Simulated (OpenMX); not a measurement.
Wanted: the native input for an OpenMX 3.8.5 run.

| Property | Result |
| --- | --- |
| Task | single point |
| Functional | PBE |
| Potentials or basis | OpenMX 2013 PBE set, Sn7.0-s3p2d2, grid cutoff 500 Ry |
| k mesh | 7 × 7 × 7 |
| Occupations | fermi-dirac, width 0.05 eV |
| Spin | no spin polarisation |
| Mixing scheme | rmm-diisk |
| SCF threshold | 1e-08 Ha |
| Solver | band |
| Max SCF cycles | 100 |

The system is Sn.

```xyz
2
Lattice="-2.9401 2.9401 1.5993 2.9401 -2.9401 1.5993 2.9401 2.9401 -1.5993" Properties=species:S:1:pos:R:3 pbc="T T T"
Sn    0.0000    0.0000    0.0000
Sn    0.0000    2.9401    0.7997
```

The input as run:

Sn.dat

```
System.CurrrentDirectory             ./
System.Name                          Sn
DATA.PATH                            ./DFT_DATA13
level.of.stdout                      1
level.of.fileout                     1
Species.Number                       1
<Definition.of.Atomic.Species
  Sn  Sn7.0-s3p2d2           Sn_PBE13
Definition.of.Atomic.Species>

Atoms.Number                         2
Atoms.SpeciesAndCoordinates.Unit     FRAC
<Atoms.SpeciesAndCoordinates
    1  Sn    0.0000000000    0.0000000000    0.0000000000   7.000  7.000
    2  Sn    0.7500000000    0.2500000000    0.5000000000   7.000  7.000
Atoms.SpeciesAndCoordinates>

Atoms.UnitVectors.Unit               Ang
<Atoms.UnitVectors
    -2.9401404553    2.9401404553    1.5993019889
     2.9401404553   -2.9401404553    1.5993019889
     2.9401404553    2.9401404553   -1.5993019889
Atoms.UnitVectors>

scf.XcType                           GGA-PBE
scf.SpinPolarization                 off
scf.ElectronicTemperature            580.226
scf.energycutoff                     500.0
scf.maxIter                          100
scf.EigenvalueSolver                 band
scf.Kgrid                            7 7 7
scf.Mixing.Type                      rmm-diisk
scf.Init.Mixing.Weight               0.05
scf.Min.Mixing.Weight                0.001
scf.Max.Mixing.Weight                0.3
scf.Mixing.History                   25
scf.Mixing.StartPulay                8
scf.criterion                        1.0e-8
scf.stress.tensor                    on
MD.Type                              nomd
```

Potentials or basis: OpenMX 2013 PBE set, Sn7.0-s3p2d2, grid cutoff 500 Ry.

The run is started by

```sh
$ openmx Sn.dat -nt 1 > Sn.std
```

Results of the run:

| Quantity | Value |
| --- | --- |
| Pressure | -7.8 GPa |
| Band gap on the k mesh | none (metal or under the smearing width) |

Caveat: the basis of atomic orbitals isn't converged, which shifts pressures, moduli and gaps.

Wall time 72 s on 1 thread of Intel(R) Xeon(R) 6975P-C (Granite Rapids), on a shared host, peak memory 0.59 GiB.
